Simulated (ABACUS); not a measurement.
# CoO (Fm-3m) in ABACUS: a series of runs

Runs on CoO. Level: LDA. Tasks: equation of state.

All numbers are computed with ABACUS 3.10.1; they aren't measurements. Logs are shortened: lines on timing, memory, paths and dates and some standing lists are left out, and cuts for length are marked.

**1. The crystal as given**

The structure is cubic, space group Fm-3m (No. 225). The conventional cell has a = 4.263 Å, b = 4.263 Å, c = 4.263 Å, α = 90.00°, β = 90.00°, γ = 90.00°. Around Co (site symmetry m-3m) lie 6 O at 2.13 Å. Around O (site symmetry m-3m) lie 6 Co at 2.13 Å.

**2. Equation of state, LDA, collinear spin, ferromagnetic start, 9.10 Å³/atom (volume scaled by 0.94)**

File INPUT:

```
INPUT_PARAMETERS
suffix              CoO
calculation         scf
basis_type          pw
pseudo_dir          ./
symmetry            1
dft_functional      pz
ecutwfc             97
pseudo_rcut         7
nspin               2
nbands              17
ks_solver           dav
smearing_method     fd
smearing_sigma      0.00367493
scf_thr             1e-08
scf_nmax            100
mixing_type         broyden
mixing_beta         0.4
cal_force           1
cal_stress          1
kpar                4
```

File STRU:

```
ATOMIC_SPECIES
Co 58.9332 Co_ONCV_PBE-1.2.upf
O 15.9990 O_ONCV_PBE-1.2.upf

LATTICE_CONSTANT
1.8897261246

LATTICE_VECTORS
0.0000000000 2.0879877907 2.0879877907
2.0879877907 0.0000000000 2.0879877907
2.0879877907 2.0879877907 0.0000000000

ATOMIC_POSITIONS
Cartesian

Co
0.0
1
0.0000000000 0.0000000000 0.0000000000 1 1 1 mag 2

O
0.0
1
2.0879877907 2.0879877907 2.0879877907 1 1 1 mag 0
```

File KPT:

```
K_POINTS
0
Gamma
8 8 8 0 0 0
```

Potentials or basis: SG15 ONCV 1.2 PBE, plane waves.

Run with:

```sh
OMP_NUM_THREADS=1 mpirun -np 4 abacus > log
```

running log:

```text
ABACUS v3.10.1

               Atomic-orbital Based Ab-initio Computation at UStc

 ------------------------------------------------------------------------------------

 READING GENERAL INFORMATION
                           global_out_dir = OUT.CoO/
                           global_in_card = INPUT
                               pseudo_dir = ./
                              orbital_dir =
                                    DSIZE = 4
                                    GSIZE = 1

 READING UNITCELL INFORMATION
                                    ntype = 2
                  lattice constant (Bohr) = 1.88973
              lattice constant (Angstrom) = 1

 READING ATOM TYPE 1
                               atom label = Co
                      L=0, number of zeta = 1
                      L=1, number of zeta = 1
                      L=2, number of zeta = 1
             number of atom for this type = 1
               magnetization of element 1 = 2

 READING ATOM TYPE 2
                               atom label = O
                      L=0, number of zeta = 1
                      L=1, number of zeta = 1
                      L=2, number of zeta = 1
             number of atom for this type = 1
               magnetization of element 2 = 0

                        TOTAL ATOM NUMBER = 2
CARTESIAN COORDINATES ( UNIT =       1.889726124600 Bohr ).
    atom                   x                   y                   z     mag                  vx                  vy                  vz
tauc_Co1            0.0000000000        0.0000000000        0.0000000000  2.0000        0.0000000000        0.0000000000        0.0000000000
tauc_O1            2.0879877907        2.0879877907        2.0879877907  0.0000        0.0000000000        0.0000000000        0.0000000000

                          Volume (Bohr^3) = 122.86
                             Volume (A^3) = 18.2059

 Lattice vectors: (Cartesian coordinate: in unit of a_0)
                   +0            +2.08799            +2.08799
             +2.08799                  +0            +2.08799
             +2.08799            +2.08799                  +0
 Reciprocal vectors: (Cartesian coordinate: in unit of 2 pi/a_0)
            -0.239465           +0.239465           +0.239465
            +0.239465           -0.239465           +0.239465
            +0.239465           +0.239465           -0.239465
 The esolver type has been set to : ksdft_pw

                PAO radial cut off (Bohr) = 7

 Read in pseudopotential file is Co_ONCV_PBE-1.2.upf
                     pseudopotential type = NC
          exchange-correlation functional = PBE
                 nonlocal core correction = 0
                        valence electrons = 17
                                     lmax = 2
                           number of zeta = 0
                     number of projectors = 6
                           L of projector = 0
                           L of projector = 0
                           L of projector = 1
                           L of projector = 1
                           L of projector = 2
                           L of projector = 2
 XC functional updated to : pz
          exchange-correlation functional = PZ
                PAO radial cut off (Bohr) = 7

 Read in pseudopotential file is O_ONCV_PBE-1.2.upf
                     pseudopotential type = NC
          exchange-correlation functional = PBE
                 nonlocal core correction = 0
                        valence electrons = 6
                                     lmax = 1
                           number of zeta = 0
                     number of projectors = 4
                           L of projector = 0
                           L of projector = 0
                           L of projector = 1
                           L of projector = 1
 XC functional updated to : pz
          exchange-correlation functional = PZ
     initial pseudo atomic orbital number = 0
 The readin total magnetization is 2

 SETUP THE ELECTRONS NUMBER
            electron number of element Co = 17
      total electron number of element Co = 17
             electron number of element O = 6
       total electron number of element O = 6
            AUTOSET number of electrons:  = 23
                           occupied bands = 12
                                   NBANDS = 17
                                   NLOCAL = 18

%%%%%%%%%%%%%%%%%%%%%%%%%%%%%%%%%%%%%%%%%%%%%%%%%%%%%%%%%%%%%%%%%%%%%%%%%%%%%%%%%%%%%%%%%%%%%%%%%%%%%%%%%%
 Warning: the number of valence electrons in pseudopotential > 9 for Co: [Ar] 3d7 4s2
 Pseudopotentials with additional electrons can yield (more) accurate outcomes, but may be less efficient.
 If you're confident that your chosen pseudopotential is appropriate, you can safely ignore this warning.
%%%%%%%%%%%%%%%%%%%%%%%%%%%%%%%%%%%%%%%%%%%%%%%%%%%%%%%%%%%%%%%%%%%%%%%%%%%%%%%%%%%%%%%%%%%%%%%%%%%%%%%%%%

 SETUP THE PLANE WAVE BASIS
 energy cutoff for charge/potential (unit:Ry) = 388
            fft grid for charge/potential = [ 36, 36, 36 ]
                        fft grid division = [ 1, 1, 1 ]
        big fft grid for charge/potential = [ 36, 36, 36 ]
                                     nbxx = 46656
                                     nrxx = 46656

 SETUP PLANE WAVES FOR CHARGE/POTENTIAL
                    number of plane waves = 16049
                         number of sticks = 847

 PARALLEL PW FOR CHARGE/POTENTIAL
     PROC   COLUMNS(POT)             PW
        1            847          16049
 --------------- sum -------------------
        1            847          16049
                            number of |g| = 207
                                  max |g| = 35.0942
                                  min |g| = 0

----------- Double Check Mixing Parameters Begin ------------
mixing_type: broyden
mixing_beta: 0.4
mixing_gg0: 1
mixing_gg0_min: 0.1
mixing_beta_mag: 1.6
mixing_gg0_mag: 0
mixing_ndim: 8
----------- Double Check Mixing Parameters End ------------

 LATTICE VECTORS: (CARTESIAN COORDINATE: IN UNIT OF A0)
                   +0            +2.08799            +2.08799
             +2.08799                  +0            +2.08799
             +2.08799            +2.08799                  +0
                       right hand lattice = 1
                                   NORM_A = 2.95286
                                   NORM_B = 2.95286
                                   NORM_C = 2.95286
                           ALPHA (DEGREE) = 60
                           BETA  (DEGREE) = 60
                           GAMMA (DEGREE) = 60

 The lattice vectors have been changed (STRU_SIMPLE.cif)

(for optimal symmetric configuration:)
                             BRAVAIS TYPE = 3
                     BRAVAIS LATTICE NAME = 03. Cubic F (face-centered)
                                    ibrav = 3
                                    IBRAV = 3
                                  BRAVAIS = FACE CENTERED CUBIC
                       LATTICE CONSTANT A = 4.17598
Original cell was already a primitive cell.
                        ROTATION MATRICES = 48
              PURE POINT GROUP OPERATIONS = 48
                   SPACE GROUP OPERATIONS = 48
                              POINT GROUP = O_h
               POINT GROUP IN SPACE GROUP = O_h

 SETUP K-POINTS
                                    nspin = 2
                   Input type of k points = Monkhorst-Pack(Gamma)
                                   nkstot = 512
                       right hand lattice = 1
(for reciprocal lattice: )
                             BRAVAIS TYPE = 2
                     BRAVAIS LATTICE NAME = 02. Cubic I (body-centered)
                                    ibrav = 2
                       right hand lattice = 1
(for k-lattice: )
                             BRAVAIS TYPE = 2
                     BRAVAIS LATTICE NAME = 02. Cubic I (body-centered)
                                    ibrav = 2
                       right hand lattice = 1
                        ROTATION MATRICES = 48
                               nkstot_ibz = 29
K-POINTS REDUCTION ACCORDING TO SYMMETRY
     IBZ    DIRECT_X    DIRECT_Y    DIRECT_Z  WEIGHT  ibz2bz
       1  0.00000000  0.00000000  0.00000000  0.0020       0
       2  0.12500000  0.12500000  0.12500000  0.0156       1
       3  0.25000000  0.25000000  0.25000000  0.0156       2
       4  0.37500000  0.37500000  0.37500000  0.0156       3
       5  0.50000000  0.50000000  0.50000000  0.0078       4
       6  0.12500000  0.12500000  0.00000000  0.0117       9
[... 21 lines left out ...]
      28 -0.12500000  0.50000000  0.37500000  0.0234     101
      29  0.50000000  0.25000000 -0.25000000  0.0117     166

                               nkstot now = 29
[... K-POINTS DIRECT COORDINATES: 29 rows ...]

           k-point number in this process = 8
       minimum distributed K point number = 7
[... stars of the k points ...]
                             nks(nspin=2) = 16
                          nkstot(nspin=2) = 58

[... K-POINTS CARTESIAN COORDINATES: 16 rows ...]

[... K-POINTS DIRECT COORDINATES: 16 rows ...]

 SETUP PLANE WAVES FOR WAVE FUNCTIONS
     energy cutoff for wavefunc (unit:Ry) = 97
              fft grid for wave functions = [ 36, 36, 36 ]
                    number of plane waves = 2421
                         number of sticks = 241

 PARALLEL PW FOR WAVE FUNCTIONS
     PROC   COLUMNS(POT)             PW
        1            241           2421
 --------------- sum -------------------
        1            241           2421

 SETUP NONLOCAL PSEUDOPOTENTIALS IN PLANE WAVE BASIS
 Co non-local projectors:
 projector 1 L=0
 projector 2 L=0
 projector 3 L=1
 projector 4 L=1
 projector 5 L=2
 projector 6 L=2
 O non-local projectors:
 projector 1 L=0
 projector 2 L=0
 projector 3 L=1
 projector 4 L=1
      TOTAL NUMBER OF NONLOCAL PROJECTORS = 26

 Init Non-Local PseudoPotential table :
 Init Non-Local-Pseudopotential done.

                                     npwx = 2006

 -------------------------------------------
 SELF-CONSISTENT
 -------------------------------------------
                                 init_chg = atomic

 PW ALGORITHM --------------- ION=   1  ELEC=   1--------------------------------
 Notice: Threshold on eigenvalues was too large.
 hsover_error=0.23 > DRHO=0.139616
 Origin diag ethr = 0.01
 New diag ethr = 0.000607028
          total magnetism (Bohr mag/cell) = 2.1064
       absolute magnetism (Bohr mag/cell) = 2.10677
                        nelec for spin up = 12.5532
                      nelec for spin down = 10.4468

 Density error is 0.138146786708
                          Error Threshold = 0.000607028131937
----------------------------------------------------------
     Energy           Rydberg                 eV
----------------------------------------------------------
 E_KohnSham     -302.2735105039      -4112.6420973159
 E_Harris       -303.6851408527      -4131.8483135296
 E_Fermi        1.1655232664         15.8577575740
----------------------------------------------------------
[... 167 lines left out ...]
 Density error is 4.39748393779e-09
                          Error Threshold = 6.5149096362e-11
----------------------------------------------------------
     Energy           Rydberg                 eV
----------------------------------------------------------
 E_KohnSham     -302.3074310276      -4113.1036097176
 E_KS(sigma->0) -302.3061709867      -4113.0864659821
 E_Harris       -302.3073287602      -4113.1022182984
 E_band         -19.5638044843       -266.1792155451
 E_one_elec     -127.7779378800      -1738.5080338582
 E_Hartree      76.4127227474        1039.6484290586
 E_xc           -33.9471723046       -461.8749743298
 E_Ewald        -216.9925235087      -2952.3347431171
 E_entropy(-TS) -0.0025200817        -0.0342874712
 E_descf        0.0000000000         0.0000000000
 E_exx          0.0000000000         0.0000000000
 E_Fermi        1.1591285038         15.7707523661
----------------------------------------------------------

 charge density convergence is achieved
 final etot is -4113.1036097 eV
 EFERMI = 15.770752366 eV

 STATE ENERGY(eV) AND OCCUPATIONS    NSPIN == 2
SPIN UP :
 1/8 kpoint (Cartesian) = 0.0000 0.0000 0.0000 (1989 pws)
       1       -80.7132     0.00195312
       2       -43.9545     0.00195312
       3       -43.9545     0.00195312
       4       -43.9545     0.00195312
       5       -5.27054     0.00195312
       6        12.1226     0.00195312
[... 9 lines left out ...]
      16        34.1038        0.00000
      17        34.1038        0.00000
[... 78 lines left out ...]
       1       -80.7122      0.0117188
       2       -43.9616      0.0117188
       3       -43.9574      0.0117188
       4       -43.9574      0.0117188
       5       -5.03621      0.0117188
       6        10.1164      0.0117188
[... 9 lines left out ...]
      16        32.7997        0.00000
      17        32.7997        0.00000

[... levels at 10 further k points ...]

------------------------------------------------------------------------------------------
 TOTAL-FORCE (eV/Angstrom)
------------------------------------------------------------------------------------------
                       Co1         0.0000000000         0.0000000000         0.0000000000
                        O1         0.0000000000         0.0000000000         0.0000000000
------------------------------------------------------------------------------------------

----------------------------------------------------------------
 TOTAL-STRESS (KBAR)
----------------------------------------------------------------
      -111.2538305344         0.0000000000         0.0000000000
         0.0000000000      -111.2538305344        -0.0000000000
         0.0000000000        -0.0000000000      -111.2538305344
----------------------------------------------------------------
 TOTAL-PRESSURE: -111.253831 KBAR

 --------------------------------------------
 !FINAL_ETOT_IS -4113.1036097176493058 eV
 --------------------------------------------
```

Run time: 12 s. Hardware: 4 MPI ranks of Intel Xeon Platinum 8559C (Emerald Rapids), shared host; peak memory 0.32 GiB.

Results:

```yaml
Free_energy: -4113.1036 eV
Pressure: -11.1 GPa
Band_gap_on_the_k_mesh: none (metal or under the smearing width)
Net_moment: 2.60 μB per cell
Absolute_moment: 2.61 μB per cell
```

Caveat: the potentials were made for another functional, which shifts forces and pressure; a cell with one magnetic atom can't hold antiferromagnetic order, which such compounds often take; semilocal functionals often make such compounds metallic where correlation or magnetic order opens a gap, which also shifts bond lengths.

**3. Equation of state, LDA, collinear spin, ferromagnetic start, 9.49 Å³/atom (volume scaled by 0.98)**

INPUT is that of step 2.

File STRU:

```
ATOMIC_SPECIES
Co 58.9332 Co_ONCV_PBE-1.2.upf
O 15.9990 O_ONCV_PBE-1.2.upf

LATTICE_CONSTANT
1.8897261246

LATTICE_VECTORS
0.0000000000 2.1171941998 2.1171941998
2.1171941998 0.0000000000 2.1171941998
2.1171941998 2.1171941998 0.0000000000

ATOMIC_POSITIONS
Cartesian

Co
0.0
1
0.0000000000 0.0000000000 0.0000000000 1 1 1 mag 2

O
0.0
1
2.1171941998 2.1171941998 2.1171941998 1 1 1 mag 0
```

KPT is that of step 2.

Potentials or basis: SG15 ONCV 1.2 PBE, plane waves.

Run with:

```sh
OMP_NUM_THREADS=1 mpirun -np 4 abacus > log
```

Run time: 10 s. Hardware: 4 MPI ranks of Intel Xeon Platinum 8559C (Emerald Rapids), shared host; peak memory 0.32 GiB.

The run converged. Its results:

```yaml
Free_energy: -4113.0375 eV
Pressure: -16.7 GPa
Band_gap_on_the_k_mesh: none (metal or under the smearing width)
Net_moment: 2.79 μB per cell
Absolute_moment: 2.80 μB per cell
```

Caveat: the potentials were made for another functional, which shifts forces and pressure; a cell with one magnetic atom can't hold antiferromagnetic order, which such compounds often take; semilocal functionals often make such compounds metallic where correlation or magnetic order opens a gap, which also shifts bond lengths.

**4. Equation of state, LDA, collinear spin, ferromagnetic start, 9.88 Å³/atom (volume scaled by 1.02)**

INPUT is that of step 3.

File STRU:

```
ATOMIC_SPECIES
Co 58.9332 Co_ONCV_PBE-1.2.upf
O 15.9990 O_ONCV_PBE-1.2.upf

LATTICE_CONSTANT
1.8897261246

LATTICE_VECTORS
0.0000000000 2.1456163054 2.1456163054
2.1456163054 0.0000000000 2.1456163054
2.1456163054 2.1456163054 0.0000000000

ATOMIC_POSITIONS
Cartesian

Co
0.0
1
0.0000000000 0.0000000000 0.0000000000 1 1 1 mag 2

O
0.0
1
2.1456163054 2.1456163054 2.1456163054 1 1 1 mag 0
```

KPT is that of step 3.

Run with:

```sh
OMP_NUM_THREADS=1 mpirun -np 4 abacus > log
```

Run time: 9.9 s. Hardware: 4 MPI ranks of Intel Xeon Platinum 8559C (Emerald Rapids), shared host; peak memory 0.32 GiB.

Results (log left out):

```yaml
Free_energy: -4112.9438 eV
Pressure: -22.0 GPa
Band_gap_on_the_k_mesh: none (metal or under the smearing width)
Net_moment: 2.86 μB per cell
Absolute_moment: 2.87 μB per cell
```

Caveat: the potentials were made for another functional, which shifts forces and pressure; a cell with one magnetic atom can't hold antiferromagnetic order, which such compounds often take; semilocal functionals often make such compounds metallic where correlation or magnetic order opens a gap, which also shifts bond lengths.

**5. Equation of state, LDA, collinear spin, ferromagnetic start, 10.27 Å³/atom (volume scaled by 1.06)**

INPUT is that of step 4.

File STRU:

```
ATOMIC_SPECIES
Co 58.9332 Co_ONCV_PBE-1.2.upf
O 15.9990 O_ONCV_PBE-1.2.upf

LATTICE_CONSTANT
1.8897261246

LATTICE_VECTORS
0.0000000000 2.1733047310 2.1733047310
2.1733047310 0.0000000000 2.1733047310
2.1733047310 2.1733047310 0.0000000000

ATOMIC_POSITIONS
Cartesian

Co
0.0
1
0.0000000000 0.0000000000 0.0000000000 1 1 1 mag 2

O
0.0
1
2.1733047310 2.1733047310 2.1733047310 1 1 1 mag 0
```

KPT is that of step 4.

Run with:

```sh
OMP_NUM_THREADS=1 mpirun -np 4 abacus > log
```

Run time: 13 s. Hardware: 4 MPI ranks of Intel Xeon Platinum 8559C (Emerald Rapids), shared host; peak memory 0.36 GiB.

Results (log left out):

```yaml
Free_energy: -4112.8275 eV
Pressure: -26.0 GPa
Band_gap_on_the_k_mesh: none (metal or under the smearing width)
Net_moment: 2.94 μB per cell
Absolute_moment: 2.95 μB per cell
```

Caveat: the potentials were made for another functional, which shifts forces and pressure; a cell with one magnetic atom can't hold antiferromagnetic order, which such compounds often take; semilocal functionals often make such compounds metallic where correlation or magnetic order opens a gap, which also shifts bond lengths.

**6. Equation of state, LDA, collinear spin, ferromagnetic start**

Potentials or basis: SG15 ONCV 1.2 PBE, plane waves.

No new run: the results of the series are fitted here.

What came out:

| Property | Result |
| --- | --- |
| Equilibrium volume | 8.59 Å³/atom (rough: see the caveat) |
| Bulk modulus | 198 GPa (rough) |

Energy against volume, from the lowest point:
```csv
volume (Å³/atom),energy (meV/atom)
9.103,0.00
9.490,33.06
9.878,79.89
10.265,138.03
```

Caveat: the minimum lies outside the volumes run; the potentials were made for another functional, which shifts forces and pressure.
